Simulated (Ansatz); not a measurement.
Input and command of a plane-wave DFT calculation in Ansatz:

```yaml
crystal:
  lattice:
    - [1.6022198417, 0.9250420569, 5.1329417806]
    - [-1.6022198417, 0.9250420569, 5.1329417806]
    - [0.0, -1.8500841138, 5.1329417806]
  atoms:
    - { symbol: Co, position: [0.99948773, 0.99948773, 0.99948773] }
    - { symbol: Co, position: [0.49949059, 0.49949059, 0.49949059] }
    - { symbol: O, position: [0.37549553, 0.37549553, 0.37549553] }
    - { symbol: O, position: [0.8755255, 0.8755255, 0.8755255] }
basis:
  ecutwfc: 420
kpoints:
  mp_grid: { grid: [12, 12, 12] }
hamiltonian:
  xc: pbe
scf:
  occupations: { method: gaussian, width: 0.01 }
  lower_state_search: "off"
output:
  forces: true
  stress: true
  eigenvalues: true
  write_density: true
  write_potential: true
  elf: true
  volumetric_format: npy
```

```bash
ansatz run input.yaml --threads 1 --pin off --max-ram 2560MiB --backend cpu --events-out ev --progress --plain --runs-dir out
```

Processor: Intel(R) Xeon(R) Platinum 8259CL CPU @ 2.50GHz (Skylake/Cascade Lake), 1 thread, on a host shared with other jobs.

Problem. How long does it run, and how much memory does it take?

Solution. About 31 s on 1 thread of Intel(R) Xeon(R) Platinum 8259CL CPU @ 2.50GHz (Skylake/Cascade Lake) (shared host), peak memory 0.54 GiB. It solves 28 bands at 189 k points (the mesh reduced by the symmetry that the task leaves, which can be less than the crystal's) with about 911 plane waves, in 7 SCF iterations.
